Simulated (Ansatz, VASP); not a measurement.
# MoSeS: VASP beside Ansatz, part 2 of 2

One calculation is typed for both programs; each brings its own data sets. How far apart do they land? The cell is generated by rule, not measured, and may not be a known phase. The cell is taken from a series of runs on this material, whose earlier steps may have relaxed, scaled, displaced or heated it; both programs get it as it stands.

VASP 6.6.1 and Ansatz 0.2.0.

So far: Set-up; Ansatz: G0W0 gap, PBE.

### Step 3. VASP: G0W0 gap, PBE

Level of this step: G0W0 on PBE, no spin polarisation; plane waves and PAW (Mo_sv_GW, S_GW, Se_GW); invented cell (VASP).

The same cell, functional and mesh now go to VASP, with its own data sets.

Lines of VASP's logs that name or quote its potential files are left out, and so is its time.

The run reads the wave functions of an earlier VASP run, which isn't shown here.

Input file INCAR:

```
SYSTEM = MoSeS
PREC = Accurate
ENCUT = 370
ISMEAR = 0
SIGMA = 0.01
LREAL = .FALSE.
GGA = PE
NBANDS = 496
LASPH = .TRUE.
ALGO = EVGW0
NELMGW = 1
ENCUTGW = 150
NOMEGA = 64
PRECFOCK = Fast
NBANDSGW = 48
LWAVE = .FALSE.
LCHARG = .FALSE.
```

Input file POSCAR:

```
MoSeS
1.0
    3.2117081741      0.0000000000      0.0000000000
   -1.6058540870      2.7814208683      0.0000000000
    0.0000000000      0.0000000000     12.3783241686
Mo S Se
2 2 2
Direct
    0.3333333333      0.6666666667      0.2548995990
    0.6666666667      0.3333333333      0.7548995990
    0.6666666667      0.3333333333      0.3784740593
    0.3333333333      0.6666666667      0.8784740593
    0.6666666667      0.3333333333      0.1166263416
    0.3333333333      0.6666666667      0.6166263416
```

Input file KPOINTS:

```
Automatic mesh
0
Gamma
9 9 2
0 0 0
```

Potentials, in the order of the species: Mo_sv_GW, S_GW and Se_GW (PBE family, release 64).

The run is started by

```bash
mpirun -np 16 vasp_std
```

Numbers of over 12 decimals in the logs are rounded to 6 here.

The program printed:

```text
[banner, memory and clock lines left out]
running   16 mpi-ranks, on    1 nodes
 distrk:  each k-point on   16 cores,    1 groups
 distr:  one band on    1 cores,   16 groups

 POSCAR found type information on POSCAR MoS Se
 POSCAR found :  3 types and       6 ions
|                                                                             |
|           W    W    AA    RRRRR   N    N  II  N    N   GGGG   !!!           |
|           W    W   A  A   R    R  NN   N  II  NN   N  G    G  !!!           |
|           W    W  A    A  R    R  N N  N  II  N N  N  G       !!!           |
|           W WW W  AAAAAA  RRRRR   N  N N  II  N  N N  G  GGG   !            |
|           WW  WW  A    A  R   R   N   NN  II  N   NN  G    G                |
|           W    W  A    A  R    R  N    N  II  N    N   GGGG   !!!           |
|                                                                             |
|     For optimal performance we recommend to set                             |
|       NCORE = 2 up to number-of-cores-per-socket                            |
|     NCORE specifies how many cores store one orbital (NPAR=cpu/NCORE).      |
|     This setting can greatly improve the performance of VASP for DFT.       |
|     The default, NCORE=1 might be grossly inefficient on modern             |
|     multi-core architectures or massively parallel machines. Do your        |
|     Unfortunately you need to use the default for GW and RPA                |
|     calculations (for HF NCORE is supported but not extensively tested      |
|     yet).                                                                   |
|                                                                             |

|                                                                             |
|           W    W    AA    RRRRR   N    N  II  N    N   GGGG   !!!           |
|           W    W   A  A   R    R  NN   N  II  NN   N  G    G  !!!           |
|           W    W  A    A  R    R  N N  N  II  N N  N  G       !!!           |
|           W WW W  AAAAAA  RRRRR   N  N N  II  N  N N  G  GGG   !            |
|           WW  WW  A    A  R   R   N   NN  II  N   NN  G    G                |
|           W    W  A    A  R    R  N    N  II  N    N   GGGG   !!!           |
|                                                                             |
|     The default for ENCUTGWSOFT is different in this version of VASP.       |
|     please manually set ENCUTGWSOFT =150 in the INCAR file.                 |
|                                                                             |

 LDA part: xc-table for (Slater+PW92), standard interpolation
 found WAVECAR, reading the header
 POSCAR, INCAR and KPOINTS ok, starting setup
 FFT: planning ... GRIDC
 FFT: planning ... GRID_SOFT
 FFT: planning ... GRID
 reading WAVECAR
 the WAVECAR file was read successfully
 initial charge from wavefunction
 available memory per node:     15.31 GB, setting MAXMEM to     15677

 The Fermi energy was updated, please check that it is located mid-gap
 values below the HOMO (VB) or above the LUMO (CB) will cause erroneous energies
 E-fermi :   7.7679

 calculate exact exchange contribution
 the WAVEDER file was read successfully
|                                                                             |
|           W    W    AA    RRRRR   N    N  II  N    N   GGGG   !!!           |
|           W    W   A  A   R    R  NN   N  II  NN   N  G    G  !!!           |
|           W    W  A    A  R    R  N N  N  II  N N  N  G       !!!           |
|           W WW W  AAAAAA  RRRRR   N  N N  II  N  N N  G  GGG   !            |
|           WW  WW  A    A  R   R   N   NN  II  N   NN  G    G                |
|           W    W  A    A  R    R  N    N  II  N    N   GGGG   !!!           |
|                                                                             |
|     Automatic setting of frequency mesh for GW failed. Frequency mesh       |
|     properly not suitable for determining QP energies. Consider             |
|     increasing number of kpoints.                                           |
|                                                                             |

energies w=
    0.000    0.000    0.677    0.000    1.353    0.000    2.026    0.000
    2.694    0.000    3.356    0.000    4.012    0.000    4.661    0.000
    5.302    0.000    5.933    0.000    6.557    0.000    7.171    0.000
    7.778    0.000    8.376    0.000    8.966    0.000    9.550    0.000
   10.128    0.000   10.700    0.000   11.268    0.000   11.833    0.000
   12.395    0.000   12.957    0.000   13.518    0.000   14.081    0.000
   14.647    0.000   15.217    0.000   15.793    0.000   16.376    0.000
   16.969    0.000   17.572    0.000   18.189    0.000   18.820    0.000
   19.470    0.000   20.140    0.000   20.833    0.000   21.553    0.000
   22.303    0.000   23.089    0.000   23.914    0.000   24.784    0.000
   25.706    0.000   26.686    0.000   27.735    0.000   28.861    0.000
   30.077    0.000   31.397    0.000   32.840    0.000   34.425    0.000
   36.181    0.000   38.137    0.000   40.337    0.000   42.830    0.000
   45.686    0.000   48.992    0.000   52.867    0.000   57.476    0.000
   63.048    0.000   69.923    0.000   78.614    0.000   89.940    0.000
  105.297    0.000  127.271    0.000  161.246    0.000  220.599    0.000
 responsefunction array rank=     496
 LDA part: xc-table for (Slater+PW92), standard interpolation

 min. memory requirement per mpi rank    978.3 MB, per node  15653.4 MB

 allocating   4 responsefunctions rank=   496
 shmem allocating  64 responsefunctions rank=   496
 response function shared by NCSHMEM nodes    1
 Doing            4  frequencies on each core in blocks of           64
NQ=   1    0.0000    0.0000    0.0000,
|.........|.........|.........|.........|.........|.........|.........|.........
 performed       5102000 updates of chi_q(r,r)
 total number of BLAS operations       8749.79 Gflops
NQ=   2    0.1111   -0.0000    0.0000,
|.........|.........|.........|.........|.........|.........|.........|.........
 performed      14203000 updates of chi_q(r,r)
 total number of BLAS operations      24494.10 Gflops
NQ=   3    0.2222   -0.0000    0.0000,
|.........|.........|.........|.........|.........|.........|.........|.........
 performed      23304000 updates of chi_q(r,r)
 total number of BLAS operations      39304.64 Gflops
NQ=   4    0.3333    0.0000    0.0000,
|.........|.........|.........|.........|.........|.........|.........|.........
 performed      32405000 updates of chi_q(r,r)
 total number of BLAS operations      54846.45 Gflops
NQ=   5    0.4444   -0.0000    0.0000,
|.........|.........|.........|.........|.........|.........|.........|.........
 performed      41506000 updates of chi_q(r,r)
 total number of BLAS operations      70120.30 Gflops
NQ=   6    0.1111    0.1111    0.0000,
|.........|.........|.........|.........|.........|.........|.........|.........
 performed      51464000 updates of chi_q(r,r)
 total number of BLAS operations      86469.54 Gflops
NQ=   7    0.2222    0.1111    0.0000,
|.........|.........|.........|.........|.........|.........|.........|.........
 performed      63137000 updates of chi_q(r,r)
 total number of BLAS operations     105972.82 Gflops
NQ=   8    0.3333    0.1111    0.0000,
|.........|.........|.........|.........|.........|.........|.........|.........
 performed      74810000 updates of chi_q(r,r)
 total number of BLAS operations     125732.99 Gflops
NQ=   9    0.4444    0.1111    0.0000,
|.........|.........|.........|.........|.........|.........|.........|.........
 performed      84768000 updates of chi_q(r,r)
 total number of BLAS operations     143482.45 Gflops
NQ=  10    0.2222    0.2222    0.0000,
|.........|.........|.........|.........|.........|.........|.........|.........
 performed      94726000 updates of chi_q(r,r)
 total number of BLAS operations     160267.66 Gflops
NQ=  11    0.3333    0.2222    0.0000,
|.........|.........|.........|.........|.........|.........|.........|.........
 performed     106399000 updates of chi_q(r,r)
 total number of BLAS operations     180633.80 Gflops
NQ=  12    0.3333    0.3333    0.0000,
|.........|.........|.........|.........|.........|.........|.........|.........
 performed     112548000 updates of chi_q(r,r)
 total number of BLAS operations     191827.53 Gflops
NQ=  13    0.0000    0.0000    0.5000,
|.........|.........|.........|.........|.........|.........|.........|.........
 performed     117650000 updates of chi_q(r,r)
 total number of BLAS operations     201707.74 Gflops
NQ=  14    0.1111   -0.0000    0.5000,
|.........|.........|.........|.........|.........|.........|.........|.........
 performed     126751000 updates of chi_q(r,r)
 total number of BLAS operations     217384.40 Gflops
NQ=  15    0.2222   -0.0000    0.5000,
|.........|.........|.........|.........|.........|.........|.........|.........
 performed     135852000 updates of chi_q(r,r)
 total number of BLAS operations     232392.63 Gflops
NQ=  16    0.3333    0.0000    0.5000,
|.........|.........|.........|.........|.........|.........|.........|.........
 performed     144953000 updates of chi_q(r,r)
 total number of BLAS operations     247934.44 Gflops
NQ=  17    0.4444   -0.0000    0.5000,
|.........|.........|.........|.........|.........|.........|.........|.........
 performed     154054000 updates of chi_q(r,r)
 total number of BLAS operations     263075.19 Gflops
NQ=  18    0.1111    0.1111    0.5000,
|.........|.........|.........|.........|.........|.........|.........|.........
 performed     164012000 updates of chi_q(r,r)
 total number of BLAS operations     279496.69 Gflops
NQ=  19    0.2222    0.1111    0.5000,
|.........|.........|.........|.........|.........|.........|.........|.........
 performed     175685000 updates of chi_q(r,r)
 total number of BLAS operations     298575.53 Gflops
NQ=  20    0.3333    0.1111    0.5000,
|.........|.........|.........|.........|.........|.........|.........|.........
 performed     187358000 updates of chi_q(r,r)
 total number of BLAS operations     318680.86 Gflops
NQ=  21    0.4444    0.1111    0.5000,
|.........|.........|.........|.........|.........|.........|.........|.........
 performed     197316000 updates of chi_q(r,r)
 total number of BLAS operations     335539.28 Gflops
NQ=  22    0.2222    0.2222    0.5000,
|.........|.........|.........|.........|.........|.........|.........|.........
 performed     207274000 updates of chi_q(r,r)
 total number of BLAS operations     352251.42 Gflops
NQ=  23    0.3333    0.2222    0.5000,
|.........|.........|.........|.........|.........|.........|.........|.........
 performed     218947000 updates of chi_q(r,r)
 total number of BLAS operations     372530.44 Gflops
NQ=  24    0.3333    0.3333    0.5000,
|.........|.........|.........|.........|.........|.........|.........|.........
 performed     225096000 updates of chi_q(r,r)
 total number of BLAS operations     382760.25 Gflops
 resolving degeneracies of screened two electron integrals

 calculate QP shifts <psi_nk| G(iteration)W_0 |psi_nk>: iteration 1
 entering main loop
```

From OUTCAR (step 3):

```text
ion  position               nearest neighbor table
   1  0.333  0.667  0.255-   3 2.40   3 2.40   3 2.40   5 2.52   5 2.52   5 2.52
   2  0.667  0.333  0.755-   4 2.40   4 2.40   4 2.40   6 2.52   6 2.52   6 2.52
   3  0.667  0.333  0.378-   1 2.40   1 2.40   1 2.40
   4  0.333  0.667  0.878-   2 2.40   2 2.40   2 2.40
   5  0.667  0.333  0.117-   1 2.52   1 2.52   1 2.52
   6  0.333  0.667  0.617-   2 2.52   2 2.52   2 2.52

  LATTYP: Found a hexagonal cell.
 ALAT       =     3.2117081741
 C/A-ratio  =     3.8541248138

 Subroutine GETGRP returns: Found 12 space group operations
 (whereof  6 operations were pure point group operations)

The static configuration has the point symmetry C_3v.
 The point group associated with its full space group is C_6v.

 Found     24 irreducible k-points:

   k-points           NKPTS =     24   k-points in BZ     NKDIM =    162   number of bands    NBANDS=    496

   dimension x,y,z NGX =    20 NGY =   20 NGZ =   80
   dimension x,y,z NGXF=    40 NGYF=   40 NGZF=  160

   ENCUT  =  370.0 eV  27.19 Ry    5.21 a.u.   5.04  5.04 19.41*2*pi/ulx,y,z

   NELECT =      52.0000    total number of electrons

  energy-cutoff  :      370.00
  volume of cell :      110.58
      direct lattice vectors                 reciprocal lattice vectors
     3.211708174  0.000000000  0.000000000     0.311360792  0.179764237  0.000000000
    -1.605854087  2.781420868  0.000000000     0.000000000  0.359528474  0.000000000
     0.000000000  0.000000000 12.378324169     0.000000000  0.000000000  0.080786380

 k-points in reciprocal lattice and weights: Automatic mesh
   0.00000000  0.00000000  0.00000000       0.006
   0.11111111 -0.00000000  0.00000000       0.037
   0.22222222 -0.00000000  0.00000000       0.037
   0.33333333  0.00000000  0.00000000       0.037
   0.44444444 -0.00000000  0.00000000       0.037
   0.11111111  0.11111111  0.00000000       0.037
   0.22222222  0.11111111  0.00000000       0.074
   0.33333333  0.11111111  0.00000000       0.074
   0.44444444  0.11111111  0.00000000       0.037
[...]
0.33333333  0.22222222  0.50000000       0.074
   0.33333333  0.33333333  0.50000000       0.012

 E-fermi :   7.7679

 QP shifts <psi_nk| G(iteration)W_0 |psi_nk>: iteration 1
 for sc-GW calculations column KS-energies equals QP-energies in previous step
 and V_xc(KS)=  KS-energies - (<T + V_ion + V_H > + <T+V_H+V_ion>^1  + <V_x>^1)
 k-point   1 :       0.0000    0.0000    0.0000
  band No.  KS-energies  QP-energies   sigma(KS)   V_xc(KS)     V^pw_x(r,r')   Z            occupation Imag(sigma)
    ...
     23       5.6400       5.4839     -16.1961     -15.9872     -17.2696       0.7468       2.0000       0.1664
     24       5.8790       5.6275     -14.8280     -14.4915     -16.0289       0.7474       2.0000       0.1817
     25       6.6721       6.3020     -14.5812     -14.0902     -15.8000       0.7538       2.0000       0.1557
     26       7.3745       7.2967     -16.2413     -16.1366     -16.5702       0.7427       2.0000       0.0950
     27       9.5795       9.9260     -15.0253     -15.4905     -10.8553       0.7448       0.0000      -0.2325
     28       9.5795       9.9260     -15.0253     -15.4905     -10.8553       0.7448       0.0000      -0.2325
     29       9.5893       9.9264     -15.0741     -15.5284     -10.8861       0.7420       0.0000      -0.2399
     30       9.5893       9.9264     -15.0741     -15.5284     -10.8861       0.7420       0.0000      -0.2399
    ...

 k-point   2 :       0.1111   -0.0000    0.0000
  band No.  KS-energies  QP-energies   sigma(KS)   V_xc(KS)     V^pw_x(r,r')   Z            occupation Imag(sigma)
    ...
     23       5.5823       5.2771     -15.1255     -14.7195     -16.4204       0.7517       2.0000       0.1758
     24       5.9895       5.7837     -15.0819     -14.8062     -16.1483       0.7466       2.0000       0.1702
     25       6.7008       6.3171     -14.5367     -14.0286     -15.7945       0.7550       2.0000       0.1543
     26       7.0099       6.9106     -15.9733     -15.8399     -16.5012       0.7441       2.0000       0.1136
     27       9.3108       9.6107     -14.6995     -15.1005     -10.6279       0.7481       0.0000      -0.2265
     28       9.3872       9.6934     -14.4737     -14.8804     -10.3813       0.7530       0.0000      -0.2217
     29       9.4883       9.8645     -15.2075     -15.7110     -10.9424       0.7472       0.0000      -0.2315
     30       9.5055       9.7863     -14.8397     -15.2179     -10.8032       0.7425       0.0000      -0.2414
    ...

 k-point   3 :       0.2222   -0.0000    0.0000
  band No.  KS-energies  QP-energies   sigma(KS)   V_xc(KS)     V^pw_x(r,r')   Z            occupation Imag(sigma)
    ...
     23       5.3155       5.0812     -15.5091     -15.1945     -16.9890       0.7445       2.0000       0.2095
     24       5.8142       5.5179     -14.7024     -14.3069     -16.0013       0.7491       2.0000       0.1814
     25       6.1710       6.0356     -15.5541     -15.3715     -16.5250       0.7419       2.0000       0.1605
     26       6.2204       5.9577     -15.0687     -14.7165     -16.3188       0.7459       2.0000       0.1700
     27       8.5026       8.7966     -14.6179     -15.0096     -10.7657       0.7507       0.0000      -0.1946
     28       9.0702       9.3708     -15.0597     -15.4645     -11.1326       0.7423       0.0000      -0.2194
     29       9.1573       9.5300     -15.1866     -15.6832     -11.0169       0.7503       0.0000      -0.2213
     30       9.3809       9.6913     -15.2803     -15.6997     -11.1772       0.7401       0.0000      -0.2437
    ...

 k-point   4 :       0.3333    0.0000    0.0000
  band No.  KS-energies  QP-energies   sigma(KS)   V_xc(KS)     V^pw_x(r,r')   Z            occupation Imag(sigma)
    ...
     23       5.6350       5.2870     -14.7840     -14.3197     -16.2806       0.7495       2.0000       0.1923
     24       5.6681       5.4387     -14.9386     -14.6304     -16.2702       0.7442       2.0000       0.1960
     25       5.7933       5.4781     -15.0513     -14.6313     -16.4447       0.7504       2.0000       0.1819
     26       5.8905       5.7435     -15.3970     -15.1992     -16.5108       0.7431       2.0000       0.1780
     27       8.5806       8.9471     -15.4145     -15.9078     -11.3498       0.7428       0.0000      -0.2117
     28       8.8346       9.2442     -16.1348     -16.6904     -12.0482       0.7373       0.0000      -0.2217
     29       9.0534       9.4538     -16.1821     -16.7271     -12.0183       0.7347       0.0000      -0.2352
     30       9.3247       9.7010     -15.7127     -16.2213     -11.3673       0.7399       0.0000      -0.2555
    ...

[... 4 further parts left out ...]
```

This run has no spin polarisation, so a moment on Mo, if there is one, isn't seen.

### Step 4. Comparison

Known differences besides the potentials themselves: fixed occupations in Ansatz, narrow Gaussian smearing in VASP; the data sets hold 72 valence electrons in Ansatz (on its PAW soft_1 files) and 52 in VASP; the cutoff is 420 eV in Ansatz and 370 eV in VASP; Ansatz integrates over frequency by contour deformation, VASP on a grid of NOMEGA points; Ansatz's G0W0 levels solve the quasiparticle equation, VASP's are linearised. Total energies have different zeros and are not compared.

Compared:

| quantity | Ansatz | VASP | difference |
| --- | --- | --- | --- |
| G0W0 gap on the mesh (eV) | 1.10 | 1.16 | -0.06 |
| Kohn-Sham gap under it (eV) | 0.79 | 0.79 | 0.00 |

VASP's log warns that its frequency grid doesn't suit quasiparticle energies on this mesh.

### Step 5. Results

```yaml
difference_in_g0w0_gap_on_the_mesh_g0w0_gap_pbe: -0.058 eV
```

What this shows: The difference in G0W0 gap on the mesh is -0.058 eV (G0W0 gap, PBE). The data sets hold unlike numbers of valence electrons (72 in Ansatz and 52 in VASP), so part of the differences comes from the potentials. Such differences can come from data sets, numerical settings and the points named under the comparisons, not from the functional's error against experiment.

[Lines on the potential files, build, host, timing and source positions are cut from VASP's logs without a mark.]

[Logs are printed without paths, hosts, clocks, repeated set-up lines and the standing remarks that a program may print on its own settings, such as how far it seeks lower states.]

[Hosts, paths, dates, database ids (printed as entryN), source tags and the programs' standing remarks are cut or masked in the printed files.]
